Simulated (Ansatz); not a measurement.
Structure types of Ge were relaxed at one common pressure (all-electron LAPW in Ansatz 0.2.0 under PBE, scalar-relativistic, no spin polarisation, zero temperature). They take these volumes:

```tsv
type	space group	V (Å³/atom)
bcc	Im-3m	11.44
hcp	P6_3/mmc	11.40
omega	P6/mmm	11.48
diamond	Fd-3m	13.93
simple hexagonal	P6/mmm	11.62
```

Question: At about which pressure, and is the densest type also the lowest in enthalpy?

Answer: 110 GPa. The densest is hcp, and it is also the lowest in enthalpy among these.
